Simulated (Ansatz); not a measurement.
**In (I4/mmm) under several functionals**

Plane-wave DFT in Ansatz with scalar-relativistic PAW potentials. The same structure was relaxed (cell and atoms, symmetry kept) in separate runs at each level. No spin polarisation.

| level | cutoff (eV) | k mesh | V (Å³/atom) | a (Å) | c (Å) |
| --- | --- | --- | --- | --- | --- |
| PBEsol | 420 | 18×18×18 | 25.502 | 3.195 | 4.997 |
| PBE+D3(BJ) | 420 | 18×18×18 | 26.009 | 3.219 | 5.020 |
| PBE | 420 | 18×18×18 | 27.505 | 3.390 | 4.786 |

Problem. Where does r2SCAN (500 eV, k mesh 18×18×18) fall?

Solution. V (Å³/atom) 26.203, a (Å) 3.221, c (Å) 5.052. Its volume is between those of PBE+D3(BJ) and PBE. The usual order of volumes, PBEsol < PBE, holds here (25.502, 27.505 Å³/atom). As a rule PBEsol, built on the gradient expansion of slowly varying densities, lies between LDA and PBE; PBE's stronger gradient term for exchange weakens bonds. Adding D3 to PBE changes the volume by -5.4 %; the term is attractive, so it pulls cells in. In metals the pairwise form ignores screening by the conduction electrons and often pulls in too far. r2SCAN lies 4.7 % under PBE in volume.